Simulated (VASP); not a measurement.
Crystal: Sc.

```
Sc
1.0
     3.19612    0.00000    0.00000
     1.59806    2.76792    0.00000
     1.59806    0.92264    2.60962
Sc
1
Direct
  0.00000 0.00000 0.00000
```

This isn't the form of Sc at room conditions, which is hcp.

| Item | Value |
| --- | --- |
| Program | VASP 6.6.1 |
| Task | relaxation of cell and atoms |
| Functional | PBE |
| Potentials or basis | VASP PAW PBE potentials, release 64 (Sc_sv_GW) |
| Cutoff | 680 eV |
| k mesh | 10 × 10 × 10 |
| Occupations | methfessel-paxton, width 0.2 eV |
| Spin | collinear spin, ferromagnetic start |
| Starting moments | [0.5] μB |
| Hubbard terms | Sc d U = 2 eV, J = 0.5 eV |

At the start: pressure 5.4 GPa; volume 23.09 Å³/atom.

Q: How do energy, volume and symmetry change on relaxing?

A: Over 3 steps the energy falls by 33.8 meV/atom and the volume is 25.19 Å³/atom (+9.1 %); space group Fm-3m (No. 225, to 0.05 Å); moment 0.00 μB per cell.

Step by step:
```
step  energy change (eV)  largest force (eV/Å)  pressure (GPa)  volume (Å³)
   1              0.0000                0.0000            5.43        23.09
   2             -0.0314                0.0000           -1.27        25.80
   3             -0.0338                0.0000            0.01        25.19
```

Final structure:
```yaml
crystal:
  lattice:
    - [3.29030, 0.00000, 0.00000]
    - [1.64515, 2.84948, 0.00000]
    - [1.64515, 0.94983, 2.68652]
  atoms:
    - { symbol: Sc, position: [0.00000, 0.00000, 0.00000] }
```

Caveat: the U is typed as a test and isn't derived for this compound.
